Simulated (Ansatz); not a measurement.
## SnO$_{2}$: moving O off its site

SnO$_{2}$, P4_2/mnm, a = 4.828 Å, c = 3.238 Å. Ansatz: PBE, PAW, 420 eV, Γ-centred 6×6×8 mesh on 6 atoms, Gaussian smearing 0.05 eV; no spin polarisation.

```xyz
6
Lattice="4.8277 0.0000 0.0000 0.0000 4.8277 0.0000 0.0000 0.0000 3.2380" Properties=species:S:1:pos:R:3 pbc="T T T"
Sn    0.0000    0.0000    0.0000
Sn    2.4139    2.4139    1.6190
O     1.4802    1.4802    0.0000
O     0.9337    3.8941    1.6190
O     3.3475    3.3475    0.0000
O     3.8941    0.9337    1.6190
```

Atom 3 (O) moves by x along the unit vector (0.447, 0.447, -0.775), with its periodic images; all else is held. y is the free energy of the cell over the start, F the force along the path summed over the moved atoms.

```
 x (Å) y (meV) F (eV/Å)
-0.300    544.2      3.36
-0.200    255.7      2.40
-0.100        ?         ?
 0.000      0.0      0.00
 0.050     19.8     -0.81
 0.100     83.2     -1.76
 0.150    198.4     -2.89
 0.200    375.7     -4.25
 0.250    628.8     -5.93
 0.300    974.9     -7.99
```

Q: Fit y = c2 x² + c3 x³ + c4 x⁴ to the energies of the other rows, give the force constant, and predict energy and force of the missing row.

A: Least squares on the rows shown. y = 7402.7 x² + 7913.1 x³ + 11477 x⁴. The force constant is 2 c2 = 14.8 eV/Å² (for all images moving together, not for a lone atom). The force −dy/dx at the missing row is 1.29 eV/Å (computed 1.32). At x = -0.100 the fit asked for gives 67.3 meV. The run gave 68.4 meV, so the fit is 1.1 meV too low, within the rms miss on the fitted rows (2.1 meV).

Cost: 10 runs of about 3.7 core-minutes in all, on Arm Neoverse V1 (shared hosts).